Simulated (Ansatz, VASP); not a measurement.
## ZnSe in VASP and in Ansatz

The input INCAR:

```
  PREC = Accurate
  ENCUT = 520
  EDIFF = 1E-8
  ISMEAR = -1
  SIGMA = 0.03
  LREAL = False
  LASPH = True
  NELM = 100
  ALGO = Normal
  ISIF = 2
  LWAVE = False
  LCHARG = False
  GGA = CA
  LEFG = True
  NBANDS = 16
```

KPOINTS

```
Automatic mesh
0
Gamma
  8 8 8
```

POSCAR

```
ZnSe
1.0
    0.0000000000      2.8338000000      2.8904760000
    2.8338000000      0.0000000000      2.8904760000
    2.8338000000      2.8338000000      0.0000000000
Zn Se
1 1
Direct
    0.0000000000      0.0000000000      0.0000000000
    0.7500000000      0.7500000000      0.7500000000
```

Input for Ansatz:

```yaml
crystal:
  lattice:
    - [0.0, 2.8338, 2.890476]
    - [2.8338, 0.0, 2.890476]
    - [2.8338, 2.8338, 0.0]
  atoms:
    - { symbol: Zn, position: [0.0, 0.0, 0.0] }
    - { symbol: Se, position: [0.75, 0.75, 0.75] }
kpoints:
  mp_grid: { grid: [8, 8, 8] }
scf:
  occupations: { method: fermi_dirac, width: 0.03 }
hamiltonian:
  xc: lda
  pseudopotentials: { kind: paw }
output:
  forces: true
  stress: true
  eigenvalues: true
  efg: { contact_densities: true }
```

Change from the starting cell: zz strain of +2 %, PAW files.

Alike in both runs: task electric field gradients; functional LDA; k mesh 8 × 8 × 8; occupations fermi-dirac, width 0.03 eV; no spin polarisation.

|  | VASP | Ansatz |
| --- | --- | --- |
| version | VASP 6.6.1 | Ansatz 0.2.0 |
| potentials or method | VASP PAW LDA potentials, release 64 (Zn, Se) | PAW with Ansatz's default frozen-core files, scalar-relativistic |
| plane-wave cutoff (eV) | 520 | 420 |
| valence electrons in the cell | 18 | 28 |

```csv
,VASP,Ansatz,Ansatz less VASP
pressure (GPa),-4.2,-4.5,-0.28
largest component of the traceless stress (GPa),0.54,0.55,+0.005
Vzz of the field gradient on the site that differs most (V/Å²),8.5,8.7,+0.19
```

The two sets of potentials don't hold the same shells in valence.
